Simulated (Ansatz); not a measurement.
The system is Ge.

```
Ge
1.0
    -2.57449    2.57449    1.39741
     2.57449   -2.57449    1.39741
     2.57449    2.57449   -1.39741
Ge
2
Cartesian
  0.0000 0.0000 1.3974
  2.5745 0.0000 0.6987
```

This isn't the form of Ge at room conditions, which is diamond.

Base run:

| Item | Value |
| --- | --- |
| Program | Ansatz 0.2.0 |
| Functional | LDA |
| Potentials or basis | all-electron LAPW, relativistic spinors |
| Cutoff | 255 eV |
| Density cutoff | 1020 eV |
| Basis error allowed | 0.001 eV/atom |
| k mesh | 8 × 8 × 8 |
| Occupations | fermi-dirac, width 0.05 eV |
| Spin | spin-orbit coupling, no magnetisation |

Its results: pressure -2.6 GPa.

Question: The run is repeated on the same cell with these changes: functional from LDA to PBEsol. What comes out?

Answer: Pressure -0.7 GPa.

PBEsol binds less tightly than LDA, so the same cell stands under more pressure.

Caveats: the k mesh is thin for a metal, which can move the energy by tens of meV per atom.

Not every run made on this cell is shown here.
